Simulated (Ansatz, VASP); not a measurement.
# Sb in VASP and in Ansatz

INCAR

```
SYSTEM = Sb
PREC     = Accurate       ! precision mode
ENCUT    = 520            ! plane-wave cutoff, eV
EDIFF    = 1E-6           ! SCF threshold, eV
ISMEAR   = -1             ! smearing method
SIGMA    = 0.1            ! smearing width, eV
LREAL    = .False.        ! projectors in reciprocal space
LASPH    = .True.         ! aspherical terms in the spheres
NELM     = 60             ! most SCF steps
ALGO     = Normal         ! electronic algorithm
ISIF     = 2              ! what is computed and relaxed
LWAVE    = .False.        ! write WAVECAR
LCHARG   = .False.        ! write CHGCAR
GGA      = PE             ! functional
NBANDS   = 14             ! bands
```

KPOINTS

```
regular mesh
0
Gamma
  7 7 9
  0 0 0
```

Contents of POSCAR:

```
Sb
1.0
    4.1030624751      0.0000000000      0.0000000000
   -2.0515312375      3.5533563367      0.0000000000
    0.0000000000      0.0000000000      2.4441469963
Sb
3
Direct
    0.0000000000      0.0000000000      0.0000000000
    0.3333333333      0.6666666667      0.5000000000
    0.6666666667      0.3333333333      0.5000000000
```

Input for Ansatz:

```yaml
crystal:
  lattice:
    - [4.1030624751, 0.0, 0.0]
    - [-2.0515312375, 3.5533563367, 0.0]
    - [0.0, 0.0, 2.4441469963]
  atoms:
    - { symbol: Sb, position: [0.0, 0.0, 0.0] }
    - { symbol: Sb, position: [0.3333333333, 0.6666666667, 0.5] }
    - { symbol: Sb, position: [0.6666666667, 0.3333333333, 0.5] }
kpoints:
  mp_grid: { grid: [7, 7, 9] }
  band_path:
    path:
      - [0.0, 0.0, 0.0]
      - [0.5, 0.0, 0.0]
      - [0.3333333333, 0.3333333333, 0.0]
      - [0.0, 0.0, 0.0]
      - [0.0, 0.0, 0.5]
      - [0.5, 0.0, 0.5]
      - [0.3333333333, 0.3333333333, 0.5]
      - [0.0, 0.0, 0.5]
      - [0.5, 0.0, 0.5]
    npoints: 8
scf:
  occupations: { method: fermi_dirac, width: 0.1 }
hamiltonian:
  xc: pbe
  pseudopotentials: { kind: paw }
output:
  forces: true
  stress: true
  eigenvalues: true
  populations: true
  dos: { projected: true, de: 0.2, e_range: [-14, 8] }
```

Change from the starting cell: volume scaled by 0.43, PAW files.

Alike in both runs: task single point; functional PBE; k mesh 7 × 7 × 9; occupations fermi-dirac, width 0.1 eV; no spin polarisation.

|  | VASP | Ansatz |
| --- | --- | --- |
| version | VASP 6.6.1 | Ansatz 0.2.0 |
| potentials or method | VASP PAW PBE potentials, release 64 (Sb) | PAW with Ansatz's default frozen-core files, scalar-relativistic |
| plane-wave cutoff (eV) | 520 | 420 |
| valence electrons in the cell | 15 | 45 |

```csv
,VASP,Ansatz,Ansatz less VASP
pressure (GPa),355.0,344.3,-10.69
largest component of the traceless stress (GPa),0.33,0.51,+0.182
```

The two sets of potentials don't hold the same shells in valence.

Caveats: the cell as given lies far from equilibrium; so large a pressure means that the cell lies far from this level's equilibrium, or that cutoff or potentials fall short (VASP). The runs have no spin-orbit coupling, so splittings on Sb are missing.
